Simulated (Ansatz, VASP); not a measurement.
**Al2Pt: VASP beside Ansatz**

```
Al Pt
1.0
     0.00000    2.97320    2.97320
     2.97320    0.00000    2.97320
     2.97320    2.97320    0.00000
Al Pt
2 1
Cartesian
  1.4866 1.4866 1.4866
  4.4598 4.4598 4.4598
  0.0000 0.0000 0.0000
```

Alike in both runs: task relaxation of cell and atoms; functional PBE; k mesh 12 × 12 × 12; occupations fermi-dirac, width 0.15 eV; no spin polarisation.

|  | VASP | Ansatz |
| --- | --- | --- |
| version | VASP 6.6.1 | Ansatz 0.2.0 |
| potentials or method | VASP PAW PBE potentials, release 64 (Al, Pt) | scalar-relativistic, plane waves, PAW |
| plane-wave cutoff (eV) | 600 | 420 |
| valence electrons in the cell | 16 | 24 |

Ansatz gave:

* gap on the k mesh at the Fermi level, each at its own relaxed structure (eV): none
* relaxed volume (Å³/atom): 17.53
* relaxed cell length with the largest relative difference (Å): 4.205

Q: What did VASP give for the same quantities?

A: gap on the k mesh at the Fermi level, each at its own relaxed structure (eV): none; relaxed volume (Å³/atom): 17.51; relaxed cell length with the largest relative difference (Å): 4.204.

A gap of «none» marks a metal or a gap that the smearing closes. The two sets of potentials don't hold the same shells in valence.

Spin-orbit coupling is left out, which matters for the levels of Pt.
